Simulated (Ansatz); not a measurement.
LiI (rock salt)

```cif
data_ILi
_chemical_formula_sum 'I1 Li1'
_space_group_name_H-M_alt 'P 1'
_space_group_IT_number 1
_cell_length_a 4.25610
_cell_length_b 4.25610
_cell_length_c 4.25610
_cell_angle_alpha 60.000
_cell_angle_beta 60.000
_cell_angle_gamma 60.000
loop_
_space_group_symop_operation_xyz
  'x, y, z'
loop_
_atom_site_label
_atom_site_type_symbol
_atom_site_fract_x
_atom_site_fract_y
_atom_site_fract_z
_atom_site_occupancy
I1 I 0.00000 0.00000 0.00000 1
Li1 Li 0.50000 0.50000 0.50000 1
```

The volume is varied about the relaxed value V₀ at fixed cell shape. Symmetry pins the atoms to their sites.

Calculation: PBE (plane waves to 420 eV, PAW, scalar-relativistic; Ansatz, an electronic-structure program). k mesh 10×10×10 (Γ-centred), Fermi-Dirac smearing 0.05 eV. Energies are smeared free energies. LiI was relaxed with its symmetry unable to fall. Spin-orbit coupling is left out, though I is heavy. The zero of ΔE is the relaxed starting cell.

```csv
V (Å³/atom),ΔE (meV/atom)
22.897,59.3
23.624,39.0
24.350,23.6
25.077,12.6
25.804,5.3
26.531,1.3
27.258,0.0
27.985,1.1
28.712,4.3
29.438,9.3
30.165,15.8
30.892,23.7
31.619,32.7
```

Question: What is the fitted pressure derivative B₀′?

Answer: 4.5.

Question: What bulk modulus B₀ follows from a third-order Birch-Murnaghan fit?

Answer: 19.8 GPa. Check by three points about V = 27.258 Å³/atom, step 0.727: d²E/dV² ≈ (1.3 − 2·0.0 + 1.1) meV / 0.727² = 0.00454 eV/Å⁶, and V·d²E/dV² × 160.2 = 19.8 GPa.

(Under strain, the slope of the energy per volume gives the stress and its curvature an elastic modulus.)
